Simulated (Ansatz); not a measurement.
Predict the output of the script below (Ansatz's Python interface).

`run_eps.py`
```python
"""Response of MgO to an electric field."""

from dataclasses import dataclass
import warnings

import ansatz as az
import numpy as np


@dataclass(frozen=True)
class Options:
    functional: str = "PBEsol"
    kgrid: tuple[int, ...] = (12, 12, 2)
    filling: str = "fixed"


cfg = Options()

warnings.simplefilter("ignore", az.DeckWarning)

mgo = (
    az.Lattice.from_parameters(3.250594, 3.250594, 10.386338, alpha=90, beta=90, gamma=120)
    .space_group(186)
    .atom("Mg", (1 / 3, 2 / 3, 0.969662))
    .atom("Mg", (0.0, 0.0, 0.221002))
    .atom("O", (1 / 3, 2 / 3, 0.77984))
    .atom("O", (0.0, 0.0, 0.529493))
)

# an insulator: whole occupations
calc = mgo.calculation()
calc = calc.functional(cfg.functional)
calc = calc.kpoints(*cfg.kgrid).occupations(cfg.filling)
calc = calc.dielectric()
done = calc.run(threads=1, backend="cpu")
response = done.dielectric
eps = np.asarray(response.eps_inf)

print(f"mean eps_inf {np.trace(eps) / 3:.3f}, fraction of exact exchange 1/eps = {3 / np.trace(eps):.3f}")
print(np.array2string(eps, precision=3, suppress_small=True))
for site, z in zip(done.lattice.sites, response.zstar_e):
    print(f"{site.symbol:2s} Z* trace/3 = {np.trace(z) / 3:+.3f} e")
print(f"charge neutrality missed by {response.zstar_sum_residual_pre_e:.4f} e before the sum rule")
```

Output of `python run_eps.py`:
```text
mean eps_inf 3.084, fraction of exact exchange 1/eps = 0.324
[[ 3.071 -0.    -0.   ]
 [-0.     3.071  0.   ]
 [-0.     0.     3.112]]
Mg Z* trace/3 = +1.818 e
Mg Z* trace/3 = +1.818 e
Mg Z* trace/3 = +1.832 e
Mg Z* trace/3 = +1.832 e
O  Z* trace/3 = -1.826 e
O  Z* trace/3 = -1.826 e
O  Z* trace/3 = -1.823 e
O  Z* trace/3 = -1.823 e
charge neutrality missed by 0.0117 e before the sum rule
```

What to keep in mind:
- The Fermi level of a run with fixed occupations marks the highest occupied state on its mesh, not mid-gap.
- Averages over directions belong to no single polarisation, least of all in layered crystals.
- Pressure is positive in compression.
- The structure comes from a database of computed cells and needn't be a stable or known phase.
- This is the electronic (clamped-ion) response; a semilocal gap that is too small tends to raise it. The typed mesh is that of the SCF; the response is solved on denser meshes that the run picks.
- Wall time of the script: 2.2 min on 1 thread of Intel(R) Xeon(R) Processor @ 2.30GHz, with other jobs on the host, peak memory 1.5 GiB.
